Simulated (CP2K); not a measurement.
Runs of CP2K 2026.2 on PbS (Galena). The structure is cubic, space group Fm-3m (No. 225). Conventional cell: a = 5.931 Å, b = 5.931 Å, c = 5.931 Å, α = 90.00°, β = 90.00°, γ = 90.00°. Around Pb (site symmetry m-3m) lie 6 S at 2.97 Å. Around S (site symmetry m-3m) lie 6 Pb at 2.97 Å. 

```csv
task,level,potentials or basis,smearing,EPS_DEFAULT,points a segment of the path (NPOINTS),bands added on the path,CUTOFF of the grids,cutoff of the non-local correlation (Ry),gap on the mesh (eV),pressure (GPa)
band structure,PBEsol,"POTENTIAL_UZH Pb GTH-PBE-q4, S GTH-PBE-q6; TZVP-MOLOPT-PBE-GTH basis",fermi-dirac 0.05 eV,1.0E-10,8,6,675 Ry,-,0.10,1.5
band structure,PW91,"POTENTIAL_UZH Pb GTH-PBE-q4, S GTH-PBE-q6; TZVP-MOLOPT-PBE-GTH basis",fermi-dirac 0.05 eV,1.0E-10,8,6,675 Ry,-,(a),3.0
band structure,PBE,"POTENTIAL_UZH Pb GTH-PBE-q4, S GTH-PBE-q6; TZVP-MOLOPT-PBE-GTH basis",fermi-dirac 0.05 eV,1.0E-10,8,6,675 Ry,-,(b),(c)
band structure,HLE17,"POTENTIAL_UZH Pb GTH-PBE-q4, S GTH-PBE-q6; TZVP-MOLOPT-PBE-GTH basis",fermi-dirac 0.05 eV,1.0E-10,8,6,675 Ry,-,1.03,0.4
band structure,AM05,"POTENTIAL_UZH Pb GTH-PBE-q4, S GTH-PBE-q6; TZVP-MOLOPT-PBE-GTH basis",fermi-dirac 0.05 eV,1.0E-10,8,6,675 Ry,-,0.13,1.6
band structure,LDA,"POTENTIAL_UZH Pb GTH-PBE-q4, S GTH-PBE-q6; TZVP-MOLOPT-PBE-GTH basis",fermi-dirac 0.05 eV,1.0E-10,8,6,675 Ry,-,0.09,1.3
band structure,optB88-vdW,"POTENTIAL_UZH Pb GTH-PBE-q4, S GTH-PBE-q6; TZVP-MOLOPT-PBE-GTH basis",fermi-dirac 0.05 eV,1.0E-10,8,6,675 Ry,300,0.37,4.1
```

Alike in all rows: no spin polarisation; cell as given; k mesh 8 × 8 × 8.

Problem. Estimate the missing entries.

Solution. (a) 0.25; (b) 0.23; (c) 2.9.

Caveats: spin-orbit coupling is left out, which as a rule narrows the gap of such compounds by several tenths of an eV; the basis of atomic orbitals isn't converged, which shifts pressures, moduli and gaps; the potentials were made for another functional, which shifts forces and pressure (some runs); the potentials were made for a functional far from this one (some runs).

A k mesh can miss the band edges, and the runs leave out spin-orbit coupling on Pb.
